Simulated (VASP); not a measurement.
# CaO in VASP: one cell, several levels of theory, part 2 of 2

VASP 6.6.1, plane waves, PAW. The steps go on from the part before.

## Step 3: PBE0

A PBE run in the same folder leaves the orbitals that the hybrid reads.

INCAR (PBE start) reads:

```
ENCUT = 520.000000
SIGMA = 0.010000
EDIFF = 1.00e-05
GGA = PE
PREC = Accurate
ISMEAR = 0
NBANDS = 15
NELM = 120
LASPH = .TRUE.
LCHARG = .FALSE.
LWAVE = .TRUE.
LREAL = .FALSE.
```

INCAR reads:

```
AEXX = 0.250000
ENCUT = 520.000000
SIGMA = 0.010000
EDIFF = 1.00e-07
ALGO = Normal
GGA = PE
PREC = Accurate
PRECFOCK = Fast
IBRION = -1
ISIF = 2
ISMEAR = 0
ISTART = 1
NBANDS = 15
NELM = 120
NSW = 0
LASPH = .TRUE.
LCHARG = .FALSE.
LHFCALC = .TRUE.
LWAVE = .FALSE.
LREAL = .FALSE.
HFRCUT = -1
```

KPOINTS reads:

```
KPOINTS created by Atomic Simulation Environment
0
Gamma
6 6 6
0 0 0
```

KPOINTS_OPT reads:

```
special points
6
Reciprocal
0.0000000000 0.0000000000 0.0000000000 1
0.5000000000 0.0000000000 0.5000000000 1
0.5000000000 0.2500000000 0.7500000000 1
0.3750000000 0.3750000000 0.7500000000 1
0.5000000000 0.5000000000 0.5000000000 1
0.6250000000 0.2500000000 0.6250000000 1
```

POSCAR reads:

```
Ca O
 1.0000000000000000
    -0.0000000000000000    2.3975501229068663    2.3975501229068663
     2.3975501229068663   -0.0000000000000000    2.3975501229068663
     2.3975501229068663    2.3975501229068663   -0.0000000000000000
 Ca  O
   1   1
Cartesian
  0.0000000000000000  0.0000000000000000  0.0000000000000000
  2.3975501229068663  2.3975501229068663  2.3975501229068663
```

Started as:

```console
$ mpirun -np 1 vasp_std
```

The files below are those of the last stage.

Standard output, without the iteration lines:

```text
POSCAR found type information on POSCAR CaO
 POSCAR found :  2 types and       2 ions
 LDA part: xc-table for (Slater+PW92), standard interpolation
 found WAVECAR, reading the header
 POSCAR, INCAR and KPOINTS ok, starting setup
 FFT: planning ... GRIDC
 FFT: planning ... GRID_SOFT
 FFT: planning ... GRID
 HFRCUT set to (new)   11.2434452064177
 reading WAVECAR
 the WAVECAR file was read successfully
 initial charge from wavefunction
 entering main loop
 Start KPOINTS_OPT (optional k-point list driver)
k-point batch [1-6\6]
```

OSZICAR:

```text
N       E                     dE             d eps       ncg     rms          rms(c)
DAV:   1    -0.154555318626E+02   -0.15456E+02   -0.22065E-01   501   0.574E+00    0.558E-01
DAV:   2    -0.154523265729E+02    0.32053E-02   -0.29098E-02   536   0.190E+00    0.294E-01
DAV:   3    -0.154514941715E+02    0.83240E-03   -0.48976E-03   564   0.765E-01    0.243E-01
DAV:   4    -0.154509775964E+02    0.51658E-03   -0.70669E-04   667   0.248E-01    0.134E-01
DAV:   5    -0.154507856598E+02    0.19194E-03   -0.35169E-04   571   0.145E-01    0.573E-02
DAV:   6    -0.154507403696E+02    0.45290E-04   -0.27605E-05   578   0.605E-02    0.324E-02
DAV:   7    -0.154507219972E+02    0.18372E-04   -0.61472E-06   621   0.346E-02    0.212E-02
DAV:   8    -0.154507182333E+02    0.37639E-05   -0.31155E-06   613   0.188E-02    0.132E-02
DAV:   9    -0.154507172042E+02    0.10292E-05   -0.12455E-06   592   0.103E-02    0.737E-03
DAV:  10    -0.154507171057E+02    0.98478E-07   -0.35703E-07   578   0.568E-03
   1 F= -.15450717E+02 E0= -.15450717E+02  d E =-.203782E-25
       N       E                     dE             ncg
DAV:   1    -0.375060636919E+03   -0.37582E+04      180
DAV:   2    -0.122194771634E+04   -0.84689E+03      194
DAV:   3    -0.126994139589E+04   -0.47994E+02      229
DAV:   4    -0.127158148347E+04   -0.16401E+01      291
DAV:   5    -0.127160492515E+04   -0.23442E-01      243
DAV:   6    -0.127160517097E+04   -0.24583E-03      237
DAV:   7    -0.127160517846E+04   -0.74804E-05      222
DAV:   8    -0.127160517862E+04   -0.16639E-06      222
DAV:   9    -0.127160517863E+04   -0.52967E-08      153
```

From OUTCAR:

```text
k-points           NKPTS =     16   k-points in BZ     NKDIM =    216   number of bands    NBANDS=     15

   NELECT =      16.0000    total number of electrons

   dimension x,y,z NGX =    28 NGY =   28 NGZ =   28
   dimension x,y,z NGXF=    56 NGYF=   56 NGZF=   56

  energy-cutoff  :      520.00
  volume of cell :       27.56
      direct lattice vectors                 reciprocal lattice vectors
     0.000000000  2.397550123  2.397550123    -0.208546214  0.208546214  0.208546214
     2.397550123  0.000000000  2.397550123     0.208546214 -0.208546214  0.208546214
     2.397550123  2.397550123  0.000000000     0.208546214  0.208546214 -0.208546214

 k-points in reciprocal lattice and weights: KPOINTS created by Atomic Simulation Env
   0.00000000  0.00000000  0.00000000       0.005
   0.16666667  0.00000000  0.00000000       0.037
   0.33333333  0.00000000  0.00000000       0.037
   0.50000000  0.00000000  0.00000000       0.019
   0.16666667  0.16666667  0.00000000       0.028
   0.33333333  0.16666667  0.00000000       0.111
   0.50000000  0.16666667  0.00000000       0.111
  -0.33333333  0.16666667  0.00000000       0.111
[... 8 more k-points ...]

 E-fermi :   1.0081

 k-point     1 :       0.0000    0.0000    0.0000
  band No.  band energies     occupation
      1     -39.2646      2.00000
      2     -18.5371      2.00000
      3     -18.5371      2.00000
      4     -18.5371      2.00000
      5     -16.1463      2.00000
      6       0.9376      2.00000
      7       0.9376      2.00000
      8       0.9376      2.00000
      9       7.9407      0.00000
     10       9.9129      0.00000
     11       9.9129      0.00000
     12       9.9129      0.00000
     13      11.5554      0.00000
     14      11.5554      0.00000
     15      18.3925      0.00000

 k-point     2 :       0.1667    0.0000    0.0000
  band No.  band energies     occupation
      1     -39.2372      2.00000
      2     -18.9760      2.00000
      3     -18.5505      2.00000
      4     -18.5505      2.00000
      5     -15.6802      2.00000
      6       0.0294      2.00000
      7       0.5664      2.00000
      8       0.5664      2.00000
      9       9.1145      0.00000
     10       9.8306      0.00000
     11      10.4265      0.00000
     12      10.4265      0.00000
     13      12.2476      0.00000
     14      12.2476      0.00000
     15      19.5084      0.00000

 k-point     3 :       0.3333    0.0000    0.0000
  band No.  band energies     occupation
      1     -39.1822      2.00000
      2     -19.6088      2.00000
      3     -18.5768      2.00000
      4     -18.5768      2.00000
      5     -14.9889      2.00000
      6      -1.3571      2.00000
      7      -0.0758      2.00000
      8      -0.0758      2.00000
      9      10.1452      0.00000
     10      11.1525      0.00000
     11      11.6290      0.00000
     12      11.6290      0.00000
     13      13.7106      0.00000
     14      13.7106      0.00000
     15      19.2088      0.00000

 k-point     4 :       0.5000    0.0000    0.0000
  band No.  band energies     occupation
      1     -39.1543      2.00000
      2     -19.8659      2.00000
      3     -18.5897      2.00000
      4     -18.5897      2.00000
      5     -14.6984      2.00000
      6      -1.9393      2.00000
      7      -0.3595      2.00000
      8      -0.3595      2.00000
      9      10.7870      0.00000
     10      11.7962      0.00000
     11      12.3579      0.00000
     12      12.3579      0.00000
     13      14.6411      0.00000
     14      14.6411      0.00000
     15      18.3290      0.00000

 k-point     5 :       0.1667    0.1667    0.0000
  band No.  band energies     occupation
      1     -39.2284      2.00000
      2     -18.9603      2.00000
      3     -18.5988      2.00000
      4     -18.5988      2.00000
      5     -15.6522      2.00000
      6      -0.3631      2.00000
      7       0.7366      2.00000
      8       0.7366      2.00000
      9       8.9224      0.00000
     10       9.1709      0.00000
     11      10.9857      0.00000
     12      10.9857      0.00000
     13      11.8557      0.00000
     14      13.0030      0.00000
     15      20.0025      0.00000

 k-point     6 :       0.3333    0.1667    0.0000
  band No.  band energies     occupation
      1     -39.1831      2.00000
      2     -19.3703      2.00000
      3     -18.6431      2.00000
      4     -18.6381      2.00000
      5     -15.2690      2.00000
      6      -1.0500      2.00000
      7       0.1652      2.00000
      8       0.3427      2.00000
      9       8.7995      0.00000
     10      10.6577      0.00000
     11      11.9272      0.00000
     12      12.0780      0.00000
     13      12.7492      0.00000
     14      14.1599      0.00000
     15      20.0508      0.00000

 k-point     7 :       0.5000    0.1667    0.0000
  band No.  band energies     occupation
      1     -39.1463      2.00000
      2     -19.6737      2.00000
      3     -18.7092      2.00000
      4     -18.6395      2.00000
      5     -14.9565      2.00000
      6      -1.4722      2.00000
      7      -0.3336      2.00000
      8      -0.1510      2.00000
      9       9.8683      0.00000
     10      11.2872      0.00000
     11      12.6346      0.00000
     12      12.9285      0.00000
     13      14.1806      0.00000
     14      15.1138      0.00000
     15      18.1141      0.00000

 k-point     8 :      -0.3333    0.1667    0.0000
  band No.  band energies     occupation
      1     -39.1553      2.00000
      2     -19.6302      2.00000
      3     -18.7462      2.00000
      4     -18.5915      2.00000
      5     -14.9521      2.00000
      6      -1.4681      2.00000
      7      -0.2857      2.00000
      8      -0.0917      2.00000
      9      10.2511      0.00000
     10      11.0342      0.00000
     11      11.8954      0.00000
     12      12.5389      0.00000
     13      14.4996      0.00000
     14      14.6979      0.00000
     15      18.5785      0.00000

 k-point     9 :      -0.1667    0.1667    0.0000
  band No.  band energies     occupation
      1     -39.2009      2.00000
      2     -19.3054      2.00000
      3     -18.6710      2.00000
      4     -18.5469      2.00000
      5     -15.2859      2.00000
      6      -0.8357      2.00000
      7       0.0441      2.00000
      8       0.4493      2.00000
      9       9.6194      0.00000
     10      10.2062      0.00000
     11      10.8052      0.00000
     12      11.7149      0.00000
     13      12.8782      0.00000
     14      13.5031      0.00000
     15      20.1493      0.00000

 k-point    10 :       0.3333    0.3333    0.0000
  band No.  band energies     occupation
      1     -39.1571      2.00000
      2     -19.2460      2.00000
      3     -18.7227      2.00000
      4     -18.7227      2.00000
      5     -15.5631      2.00000
      6      -0.9388      2.00000
      7       0.5344      2.00000
      8       0.5344      2.00000
      9       7.5241      0.00000
     10      10.9413      0.00000
     11      12.5216      0.00000
     12      12.9258      0.00000
     13      12.9258      0.00000
     14      14.5534      0.00000
     15      20.0559      0.00000

 k-point    11 :       0.5000    0.3333    0.0000
  band No.  band energies     occupation
      1     -39.1301      2.00000
      2     -19.2714      2.00000
      3     -18.8847      2.00000
      4     -18.7371      2.00000
      5     -15.5344      2.00000
      6      -0.6954      2.00000
      7       0.0112      2.00000
      8       0.2822      2.00000
      9       7.8933      0.00000
     10      11.9206      0.00000
     11      12.7685      0.00000
     12      13.1924      0.00000
     13      13.4236      0.00000
     14      15.5830      0.00000
     15      17.9395      0.00000

 k-point    12 :      -0.3333    0.3333    0.0000
  band No.  band energies     occupation
      1     -39.1292      2.00000
      2     -19.3831      2.00000
      3     -19.0006      2.00000
      4     -18.6723      2.00000
      5     -15.2069      2.00000
      6      -0.9520      2.00000
      7      -0.3057      2.00000
      8      -0.1171      2.00000
      9       9.5452      0.00000
     10      11.1326      0.00000
     11      12.5884      0.00000
     12      12.7305      0.00000
     13      14.2808      0.00000
     14      17.4245      0.00000
     15      17.8021      0.00000

[... the tables of k-points 13 to 16 left out ...]

  Total        0.1475790      0.1475790      0.1475790      0.0000000      0.0000000     -0.0000000
  in kB        8.5783144      8.5783144      8.5783144      0.0000000      0.0000000     -0.0000000
  external PRESSURE =       8.5783144 kB  Pullay stress =       0.0000000 kB

 POSITION                                       TOTAL-FORCE (eV/Angst)
 -----------------------------------------------------------------------------------
      0.00000      0.00000      0.00000        -0.000000      0.000000     -0.000000
      2.39755      2.39755      2.39755         0.000000     -0.000000      0.000000
 -----------------------------------------------------------------------------------
    total drift:                                0.000000      0.000000      0.000000

  FREE ENERGIE OF THE ION-ELECTRON SYSTEM (eV)
  ---------------------------------------------------
  free  energy   TOTEN  =       -15.4507171057 eV

  energy  without entropy=      -15.4507171057  energy(sigma->0) =      -15.45071711
```

Hardware: 1 MPI rank of Intel Xeon 6975P-C, shared host.

The levels at the points of KPOINTS_OPT are read from vasprun.xml.

Levels at the named points, in eV from the top of band v (v: the last filled band by count, c: the next):

```
point    v−1      v     c    c+1
    Γ   0.00   0.00  7.00   8.98
    X  -0.43  -0.43  6.04  10.97
    W  -1.17  -1.17  8.98   8.98
    K  -1.35  -0.86  7.66  10.86
    L  -1.30  -1.30  9.85  10.86
    U  -1.35  -0.86  7.66  10.86
```

Gap with PBE0: 6.04 eV, valence top at Γ, conduction bottom at X. Least direct gap: 6.47 eV. Pressure: 0.86 GPa; the forces vanish within 0.01 eV/Å.

## Step 4: What came out

This closing draws on all 2 parts.

| level | gap (eV) | pressure (GPa) | Ansatz: gap (eV) | Ansatz: pressure (GPa) |
| --- | --- | --- | --- | --- |
| HSE06 | 5.29 | 0.95 | 5.31 | – |
| PBE0 | 6.04 | 0.86 | 6.05 | – |

In words: The gap spans 5.29 eV (HSE06) to 6.04 eV (PBE0). The two programs agree on the gap within 0.03 eV, far less than the spread between functionals. Each program uses its own PAW datasets and cutoff.
